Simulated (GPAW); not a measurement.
HfN:

```xyz
2
Lattice="0.0000 2.2560 2.2560 2.2560 0.0000 2.2560 2.2560 2.2560 0.0000" Properties=species:S:1:pos:R:3 pbc="T T T"
Hf    0.0000    0.0000    0.0000
N     2.2560    2.2560    2.2560
```

Base run:

```yaml
Program: GPAW 26.7.0
Functional: PBE
Potentials_or_basis: GPAW PAW data sets (gpaw-data 1.2.1)
Cutoff: 600 eV
Basis: pw
k_mesh: 8 × 8 × 8
Occupations: fermi-dirac, width 0.05 eV
Spin: no spin polarisation
```

Its results: band gap on the k mesh none (metal or under the smearing width); pressure 1.4 GPa.

Question: After a change of settings the same cell gave: band gap on the k mesh none (metal or under the smearing width); pressure 3.9 GPa. Which change was it?
A. cutoff from 600 eV to 650 eV
B. hubbard terms from none to Hf d U = 3.5 eV
C. functional from PBE to LDA; potentials or basis from GPAW PAW data sets (gpaw-data 1.2.1) to the program's PAW data sets (release 1.2.1) made for this functional; cutoff from 600 eV to 650 eV

Answer: A.

Caveats: the cutoff is short for stress and forces, so pressures can be off by a GPa or more.
